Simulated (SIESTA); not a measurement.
Crystal: Ag.

```
Ag
1.0
     2.93000    0.00000    0.00000
    -1.46500    2.53745    0.00000
     0.00000    0.00000    4.79000
Ag
2
Direct
  0.66667 0.33333 0.75000
  0.33333 0.66667 0.25000
```

This isn't the form of Ag at room conditions, which is fcc.

```yaml
Program: SIESTA 5.4.2
Task: relaxation of cell and atoms
Functional: PBEsol
Potentials_or_basis: PseudoDojo 0.4 standard (PBEsol files)
Basis: DZP (energy shift 0.003 Ry; two zetas on semicore shells)
Grid_cutoff: 1200 Ry
Energy_shift: 0.003 Ry
k_mesh: 8 × 8 × 4
Occupations: fermi-dirac, width 0.05 eV
Spin: no spin polarisation
```

At the start: pressure -6.0 GPa; volume 17.81 Å³/atom.

Task: Where does the relaxation end?

Result: Over 14 steps the energy falls by 20.2 meV/atom and the volume is 16.83 Å³/atom (-5.5 %); space group P6_3/mmc (No. 194, to 0.05 Å).

The path:
```csv
step,energy change (eV),largest force (eV/Å),pressure (GPa),volume (Å³)
1,0.0000,0.0000,-5.98,35.61
2,-0.0043,0.0000,-5.69,35.50
3,-0.0389,0.0000,0.86,33.44
4,-0.0356,0.0000,2.20,33.10
5,-0.0392,0.0000,-0.70,33.84
6,-0.0394,0.0001,-0.63,33.82
7,-0.0401,0.0002,0.02,33.66
8,-0.0402,0.0003,0.13,33.63
9,-0.0402,0.0004,0.04,33.65
10,-0.0401,0.0004,-0.02,33.67
11,-0.0402,0.0003,0.06,33.65
12,-0.0403,0.0004,0.05,33.65
13,-0.0402,0.0003,0.02,33.66
14,-0.0403,0.0004,0.02,33.66
```

Final structure:
```yaml
crystal:
  lattice:
    - [2.89342, -0.00041, 0.00000]
    - [-1.44707, 2.50557, 0.00000]
    - [0.00000, 0.00000, 4.64266]
  atoms:
    - { symbol: Ag, position: [0.66666, 0.33335, 0.75000] }
    - { symbol: Ag, position: [0.33334, 0.66665, 0.25000] }
```

Caveat: short orbitals over semicore shells can move pressures by several GPa; the basis of atomic orbitals isn't converged, which shifts pressures, moduli and gaps.
